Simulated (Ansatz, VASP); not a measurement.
TiSi2 in VASP and in Ansatz

The input INCAR:

```
SYSTEM = TiSi2
PREC = Accurate
ENCUT = 600
EDIFF = 1E-6
ISMEAR = -1
SIGMA = 0.05
LREAL = .False.
LASPH = .True.
NELM = 100
ALGO = Normal
ISIF = 3
LWAVE = .False.
LCHARG = .False.
GGA = PS
IBRION = 2
NSW = 60
EDIFFG = -0.01
```

Contents of KPOINTS:

```
Automatic mesh
0
Gamma
  7 7 7
  0 0 0
```

File POSCAR:

```
TiSi2
1.0
    0.0000000000      4.1175163063      4.2628978354
    2.3895119538      0.0000000000      4.2628978354
    2.3895119538      4.1175163063      0.0000000000
Ti Si
2 4
Direct
    0.7500000000      0.7500000000      0.7500000000
    0.5000000000      0.5000000000      0.5000000000
    0.4125656100      0.0874343900      0.4125656100
    0.0874343900      0.4125656100      0.0874343900
    0.1625656100      0.8374343900      0.1625656100
    0.8374343900      0.1625656100      0.8374343900
```

The input input.yaml:

```yaml
crystal:
  lattice:
    - [0.0, 4.1175163063, 4.2628978354]
    - [2.3895119538, 0.0, 4.2628978354]
    - [2.3895119538, 4.1175163063, 0.0]
  atoms:
    - { symbol: Ti, position: [0.75, 0.75, 0.75] }
    - { symbol: Ti, position: [0.5, 0.5, 0.5] }
    - { symbol: Si, position: [0.41256561, 0.08743439, 0.41256561] }
    - { symbol: Si, position: [0.08743439, 0.41256561, 0.08743439] }
    - { symbol: Si, position: [0.16256561, 0.83743439, 0.16256561] }
    - { symbol: Si, position: [0.83743439, 0.16256561, 0.83743439] }
hamiltonian:
  xc: pbesol
  pseudopotentials: { kind: paw }
kpoints:
  mp_grid: { grid: [7, 7, 7] }
scf:
  occupations: { method: fermi_dirac, width: 0.05 }
output:
  forces: true
  stress: true
  eigenvalues: true
  write_density: true
  write_potential: true
  elf: true
  volumetric_format: npy
relax:
  f_tol: 0.01
  max_steps: 40
  cell: { stress_tol: 0.05 }
```

The cell is a database's computed one.

Alike in both runs: task relaxation of cell and atoms; functional PBEsol; k mesh 7 × 7 × 7; occupations fermi-dirac, width 0.05 eV; no spin polarisation.

|  | VASP | Ansatz |
| --- | --- | --- |
| version | VASP 6.6.1 | Ansatz 0.2.0 |
| potentials or method | VASP PAW PBE potentials, release 64 (Ti_sv, Si) | Ansatz PAW |
| plane-wave cutoff (eV) | 600 | 420 |
| valence electrons in the cell | 40 | 40 |

Ansatz gave:

```
gap on the k mesh at the Fermi level, each at its own relaxed structure (eV) : none
relaxed volume (Å³/atom)                                                     : 13.78
relaxed cell length with the largest relative difference (Å)                 : 5.896
energy change over the relaxation (meV/atom)                                 : -2
```

Task: Which values does VASP return?

Result: gap on the k mesh at the Fermi level, each at its own relaxed structure (eV): none; relaxed volume (Å³/atom): 13.79; relaxed cell length with the largest relative difference (Å): 5.899; energy change over the relaxation (meV/atom): -2.

A gap of «none» marks a metal or a gap that the smearing closes.

Caveats: the PAW data sets were made with another functional, which shifts forces and pressure a little (VASP); the plane-wave basis is chosen anew once the cell has moved, so the energies of steps on either side of that aren't comparable (Ansatz); the PAW data sets come from PBE, with cores solved anew for the run's functional, which leaves a small shift of forces and pressure (Ansatz).
